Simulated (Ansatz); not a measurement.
## MgS under changes of volume

One of the cells (22.670 Å³/atom); the others are scaled copies at fixed shape and fractional positions:

```
CELL_PARAMETERS angstrom
4.03462 0.00000 0.00000
-2.01731 3.49409 0.00000
0.00000 0.00000 6.43229
ATOMIC_POSITIONS crystal
S 0.66667 0.33333 0.87924
S 0.33333 0.66667 0.37924
Mg 0.33333 0.66667 0.99575
Mg 0.66667 0.33333 0.49575
```

The cell comes from a database or a generator and needn't be the stable form of this composition.

```yaml
Program: Ansatz 0.2.0
Functional: LDA
Potentials_or_basis: all-electron LAPW, scalar-relativistic
Cutoff: 192 eV (chosen from the basis error)
Basis_error_allowed: 0.002 eV/atom
k_mesh: 8 × 8 × 4
Occupations: fermi-dirac, width 0.05 eV
Spin: no spin polarisation
```

| volume (Å³/atom) | energy over the lowest point (meV/atom) | pressure (GPa) | gap on the mesh (eV) | largest force (eV/Å) |
| --- | --- | --- | --- | --- |
| 21.309 | ? | ? | ? | ? |
| 21.763 | 0.00 | 0.3 | 3.35 | 0.047 |
| 22.216 | 0.93 | -0.9 | 3.25 | 0.050 |
| 22.670 | 5.18 | -2.1 | 3.15 | 0.052 |
| 23.123 | 12.44 | -3.1 | 3.05 | 0.054 |
| 23.576 | 22.40 | -4.0 | 2.96 | 0.055 |
| 24.030 | 34.80 | -4.8 | 2.87 | 0.057 |

**Question.** What does the run at 21.309 Å³/atom give?

**Answer.** Energy over the lowest point 2.78 meV/atom; pressure 1.7 GPa; gap on the mesh 3.46 eV; largest force 0.045 eV/Å.

Worked out: A Birch-Murnaghan fit of order 3 (a polynomial in V^(-2/3)) to the other rows has its minimum at 21.87 Å³/atom with B0 = V·E''(V) = 62 GPa and B' = 4.1 at fixed shape and positions, which overstates the stiffness. It gives 2.80 meV/atom at 21.309 Å³/atom, against the run's 2.78, and -dE/dV = 1.7 GPa, against 1.7. A straight line through the other rows of the gap, of slope -4.86 eV per unit of ln V (its deformation potential), extrapolates to 3.45 eV, against the run's 3.46.

Energies are extrapolated to zero smearing.
